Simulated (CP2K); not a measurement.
Runs of CP2K 2026.2 on Tc. Symmetry: Fm-3m, No. 225, cubic system. The conventional cell has a = 3.900 Å, b = 3.900 Å, c = 3.900 Å, α = 90.00°, β = 90.00°, γ = 90.00°. Tc (site symmetry m-3m) is surrounded by 12 Tc at 2.76 Å. This isn't the form of Tc at room conditions, which is hcp.

| potentials or basis | potentials | gap on the mesh (eV) | pressure (GPa) |
| --- | --- | --- | --- |
| POTENTIAL_UZH Tc GTH-SCAN-q15; DZVP-MOLOPT-SR-GTH basis | Tc GTH-SCAN-q15 of POTENTIAL_UZH | none | -2.6 |
| POTENTIAL_UZH Tc GTH-PBE0-q15; DZVP-MOLOPT-SR-GTH basis | Tc GTH-PBE0-q15 of POTENTIAL_UZH | none | (a) |
| GTH_POTENTIALS Tc GTH-PBE-q15; DZVP-MOLOPT-SR-GTH basis | Tc GTH-PBE-q15 of GTH_POTENTIALS | none | -6.2 |
| GTH_POTENTIALS Tc GTH-PADE-q15; DZVP-MOLOPT-SR-GTH basis | Tc GTH-PADE-q15 of GTH_POTENTIALS | none | -6.4 |

Alike in all rows: task single point; level PBE; no spin polarisation; cell as given; k mesh 12 × 12 × 12; smearing fermi-dirac 0.05 eV.

Problem. Estimate the missing entries.

Solution. (a) -4.7.

Caveats: the basis of atomic orbitals isn't converged, which shifts pressures, moduli and gaps; the potentials were made for another functional, which shifts forces and pressure (some runs).

A k mesh can miss the band edges, and the runs leave out spin-orbit coupling on Tc.

A gap of «none» marks a metal or a gap under the smearing width.
